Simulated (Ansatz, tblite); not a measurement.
GaCuSe₂: GFN1-xTB, run from Python

These are simulated results from tblite 0.8.0, not measurements. The cell was built from a prototype and was relaxed with r2SCAN in plane waves (Ansatz 0.2.0). It may be hypothetical. All runs are without spin polarisation.

Space group P-4m2 (No. 115), tetragonal; a = 3.931 Å, c = 5.642 Å in the conventional setting, 21.79 Å³ an atom. Cu is surrounded by 4 Se at 2.40 Å; Se is surrounded by 2 Cu at 2.40 Å and 2 Ga at 2.44 Å; Ga is surrounded by 4 Se at 2.44 Å.

tblite solves periodic systems at the zone centre alone, so the script builds a cluster of 3×3×2 conventional cells (72 atoms), which folds in a coarse mesh of k points.

The script, run.py:

```python
import json
from ase import Atoms
from ase.build import make_supercell
from ase.units import Bohr, GPa, Hartree
from tblite.interface import Calculator

atoms = Atoms(['Cu', 'Se', 'Ga', 'Se'],
              cell=[[3.930708, 0.0, -0.0], [0.0, 3.930708, 0.0], [-0.0, 0.0, 5.642146]],
              scaled_positions=[[-0.0, 0.0, 0.0], [-0.0, 0.5, 0.242777], [0.5, 0.5, 0.5], [0.5, 0.0, 0.757223]],
              pbc=True)
cluster = make_supercell(atoms, [[3, 0, 0], [0, 3, 0], [0, 0, 2]])
calc = Calculator('GFN1-xTB', cluster.numbers, cluster.positions / Bohr, lattice=cluster.cell[:] / Bohr, periodic=cluster.pbc)
calc.set('temperature', 0.02 / Hartree)
calc.set('max-iter', 150)
res = calc.singlepoint()
levels = res.get('orbital-energies') * Hartree
nv = round(res.get('orbital-occupations').sum() / 2)
cells = len(cluster) // len(atoms)
out = {'energy_per_cell': res.get('energy') * Hartree / cells, 'homo': levels[nv - 1], 'lumo': levels[nv],
       'stress': (-res.get('virial') * Hartree / cluster.get_volume() / GPa).tolist(), 'charges': res.get('charges')[:len(atoms)].tolist(), 'electrons': 2 * nv / cells}
json.dump(out, open('results.json', 'w'))
for key, value in out.items():
    print(key, value)
```

Command: `python run.py`. It took 6.2 s on 1 thread of Arm Neoverse V1, on a shared host, peak memory 0.15 GiB.

What it printed:

```
------------------------------------------------------------
  cycle        total energy    energy error   density error
------------------------------------------------------------
      1     -229.9489752285  -2.2964382E+02   6.1174180E-01
      2     -230.0152301288  -6.6254900E-02   3.6719402E-01
      3     -229.9483512442   6.6878885E-02   4.6234592E-02
      4     -229.9743043809  -2.5953137E-02   3.5909309E-02
      5     -230.0240717829  -4.9767402E-02   7.6062473E-03
      6     -230.0256618374  -1.5900544E-03   4.8372872E-03
      7     -230.0266454921  -9.8365477E-04   5.5396320E-04
      8     -230.0266661614  -2.0669310E-05   1.5401495E-04
      9     -230.0266667620  -6.0052878E-07   3.1542152E-05
     10     -230.0266667682  -6.2782419E-09   2.1719174E-05
     11     -230.0266668020  -3.3795203E-08   3.6714967E-06
------------------------------------------------------------

 total:                                   5.552 sec
energy_per_cell -347.7413570138186
homo -8.956639036823429
lumo -8.956636222772108
stress [[3.816934636013051, -6.029922310549053e-06, -8.954639721956407e-06], [-6.0299223106226915e-06, 3.8169256258310273, -9.062964853261603e-06], [-8.954639721672053e-06, -9.062964853046069e-06, 1.8500588155768614]]
charges [-0.23437461918276048, -0.027268464218034257, 0.28899718218798837, -0.027256391741912654]
electrons 26.0
```

The cycle table is in hartree for the whole cluster, and the lines after it are in eV (the energy for one cell). The printed stress is in GPa and positive in compression, and the pressure is its mean diagonal.

GFN1-xTB gives no gap at the points read. On the same cell, plane-wave PBE (Ansatz, 6×6×4 k points and the special points) gives no gap at the points read and r2SCAN a gap of 0.23 eV; on shared hosts these took about 12 and 29 core-seconds on the 4-atom cell, against 6.2 for the script. Semilocal gaps usually lie below measured ones.

The same script was run on cells scaled at fixed shape and fractional coordinates:

```csv
volume (Å³/atom),energy (meV/atom),"pressure (GPa, positive in compression)",gap (eV)
19.18,153.0,17.10,0.06
20.49,48.4,9.02,0.00
21.79,0.0,3.16,0.00
23.10,-7.7,-1.07,0.00
24.41,13.9,-4.11,0.00
```

A Birch-Murnaghan fit puts the minimum at 22.74 Å³/atom, 4.3 % above the given cell, with a bulk modulus of 68 GPa at fixed shape.

xTB was fitted mostly to molecules, and a small cluster samples few k points, so gaps, pressures and kinks along a curve can be far from a solid's.

Spin-orbit coupling is left out.
